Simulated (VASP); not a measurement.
The input files of a VASP run:

POSCAR:
```
Li2O
1
    0.0000000000     2.3100000000     2.3100000000
    2.3100000000     0.0000000000     2.3100000000
    2.3100000000     2.3100000000     0.0000000000
Li O
2 1
Direct
  0.2500000000   0.2500000000   0.2500000000
  0.7500000000   0.7500000000   0.7500000000
  0.0000000000   0.0000000000   0.0000000000
```

INCAR:
```
SYSTEM = Li2O
PREC = Accurate
ENCUT = 520
EDIFF = 1E-6
NELM = 60
ALGO = Normal
LREAL = .FALSE.
LASPH = .TRUE.
ISMEAR = 0
SIGMA = 0.05
GGA = PE
LWAVE = .FALSE.
LCHARG = .FALSE.
ISIF = 2
IMIX = 1
AMIX = 1.9
BMIX = 0.0001
```

**KPOINTS**
```
Automatic mesh
0
Gamma
8 8 8
0 0 0
```

POTCAR, in this order: Li_sv O (PBE.64 set). Program: vasp_std.

Output

**standard output**
```
 POSCAR found type information on POSCAR LiO
 POSCAR found :  2 types and       3 ions
 Reading from existing POTCAR
 Reading from existing POTCAR
 LDA part: xc-table for (Slater+PW92), standard interpolation
 POSCAR, INCAR and KPOINTS ok, starting setup
 WAVECAR not read
 entering main loop
       N       E                     dE             d eps       ncg     rms          rms(c)
DAV:   1     0.402275198806E+02    0.40228E+02   -0.63788E+03   580   0.130E+03
DAV:   2    -0.115470062245E+02   -0.51775E+02   -0.48815E+02   708   0.224E+02
DAV:   3    -0.160465129383E+02   -0.44995E+01   -0.44832E+01  1006   0.586E+01
DAV:   4    -0.161246156615E+02   -0.78103E-01   -0.78001E-01   768   0.782E+00
DAV:   5    -0.161250150093E+02   -0.39935E-03   -0.39933E-03   808   0.530E-01    0.749E+00
DAV:   6    -0.545441252514E+02   -0.38419E+02   -0.29597E+02   608   0.105E+02    0.386E+01
DAV:   7    -0.498732001901E+03   -0.44419E+03   -0.32927E+03   750   0.378E+02    0.104E+02
DAV:   8    -0.211772550622E+04   -0.16190E+04   -0.15762E+04   644   0.890E+02    0.180E+02
DAV:   9    -0.540756922494E+04   -0.32898E+04   -0.35002E+04  1126   0.328E+02    0.298E+02
DAV:  10    -0.121377036563E+05   -0.67301E+04   -0.76389E+04   934   0.230E+03    0.406E+02
DAV:  11    -0.184969181323E+05   -0.63592E+04   -0.82543E+04  1160   0.839E+02    0.509E+02

 -----------------------------------------------------------------------------
|                                                                             |
|     EEEEEEE  RRRRRR   RRRRRR   OOOOOOO  RRRRRR      ###     ###     ###     |
|     E        R     R  R     R  O     O  R     R     ###     ###     ###     |
|     E        R     R  R     R  O     O  R     R     ###     ###     ###     |
|     EEEEE    RRRRRR   RRRRRR   O     O  RRRRRR       #       #       #      |
|     E        R   R    R   R    O     O  R   R                               |
|     E        R    R   R    R   O     O  R    R      ###     ###     ###     |
|     EEEEEEE  R     R  R     R  OOOOOOO  R     R     ###     ###     ###     |
|                                                                             |
|     ERROR FEXCP: supplied Exchange-correletion table                        |
|      is too small, maximal index : 4602                                     |
|                                                                             |
|       ---->  I REFUSE TO CONTINUE WITH THIS SICK JOB ... BYE!!! <----       |
|                                                                             |
 -----------------------------------------------------------------------------
```

Problem. From input and log, find the fault in this run and mend it.

Solution. The cause: simple mixing (IMIX = 1) with AMIX above 1 overshoots. VASP stops with an error: ERROR FEXCP: supplied Exchange-correletion table is too small, maximal index : 4602 ----> I REFUSE TO CONTINUE WITH THIS SICK JOB ... BYE!!! <---- To mend it, remove IMIX, remove AMIX, remove BMIX.

The mended run (PBE GGA, plane waves, VASP's PBE PAW potentials (set 64)) converges, and its OSZICAR ends with
```
   1 F= -.14346921E+02 E0= -.14346921E+02  d E =-.174636E-17
```

The compound is Li2O in the antifluorite structure. The cell was not relaxed at this level.
